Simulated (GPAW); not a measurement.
Input of a GPAW 26.7.0 run:

File run.py:

```python
from ase import Atoms
from ase.dft.bandgap import bandgap
from ase.io import write
from ase.units import GPa
from gpaw import GPAW, PW, setup_paths

setup_paths.insert(0, '.')

atoms = Atoms(['In'],
              cell=[[-1.88252524, 1.88252524, 1.88252524],
                    [1.88252524, -1.88252524, 1.88252524],
                    [1.88252524, 1.88252524, -1.88252524]],
              scaled_positions=[[0.0, 0.0, 0.0]],
              pbc=True)

calc = GPAW(mode=PW(600),
            xc='PBEsol',
            kpts={'size': (10, 10, 10), 'gamma': True},
            occupations={'name': 'fermi-dirac', 'width': 0.05},
            nbands=14,
            convergence={'density': 1e-05, 'energy': 1e-05},
            maxiter=150,
            txt='gpaw.txt')
atoms.calc = calc
energy = atoms.get_potential_energy()
forces = atoms.get_forces()
stress = atoms.get_stress()
calc.write('gs.gpw')
write('result.traj', atoms)
print(f'Energy: {energy:.6f} eV')
print('Forces (eV/A):')
print(forces.round(4))
print('Stress (GPa):', (stress / GPa).round(3))
print('Fermi level:', round(calc.get_fermi_level(), 4), 'eV')
print(f'Gap: {bandgap(calc)[0]:.4f} eV, direct: {bandgap(calc, direct=True)[0]:.4f} eV')

path = atoms.cell.bandpath('GHNGPH,PN', npoints=60, eps=1e-4)
bs_calc = calc.fixed_density(kpts=path, symmetry='off', nbands=22,
                             convergence={'bands': 'CBM+6.0', 'eigenstates': 1e-6}, txt='bands.txt')
bs = bs_calc.band_structure()
bs.write('bs.json')
print(f'Gap on the path: {bandgap(bs_calc)[0]:.4f} eV')
```

Potentials or basis: PAW data sets generated in the run's folder for this functional, pw.

The run is started by

```bash
$ gpaw-setup -f PBEsol In
$ OMP_NUM_THREADS=1 python run.py
```

Question: Estimate the band gap along the path.

Answer: None (metal or under the smearing width).

Question: Estimate the pressure.

Answer: -1.7 GPa.

Levels at the corners of the path, in eV from the Fermi level:
```csv
point,band 2,band 3,band 4,band 5,band 6,band 7,band 8,band 9,band 10,band 11
Γ,-14.40,-14.40,-14.13,-14.13,-9.33,10.92,10.92,10.92,13.11,13.11
H,-14.51,-14.00,-14.00,-14.00,0.96,1.31,1.31,1.31,5.35,5.35
N,-14.44,-14.15,-14.13,-13.96,-3.84,-3.05,5.87,7.32,10.10,10.12
Γ,-14.40,-14.40,-14.13,-14.13,-9.33,10.92,10.92,10.92,13.11,13.11
P,-14.31,-14.31,-14.13,-14.13,-2.27,0.20,0.20,0.20,20.02,20.02
H,-14.51,-14.00,-14.00,-14.00,0.96,1.31,1.31,1.31,5.35,5.35
P,-14.31,-14.31,-14.13,-14.13,-2.27,0.20,0.20,0.20,20.02,20.02
N,-14.44,-14.15,-14.13,-13.96,-3.84,-3.05,5.87,7.32,10.10,10.12
```

Caveat: spin-orbit coupling is left out, which moves the levels of the heavy elements.
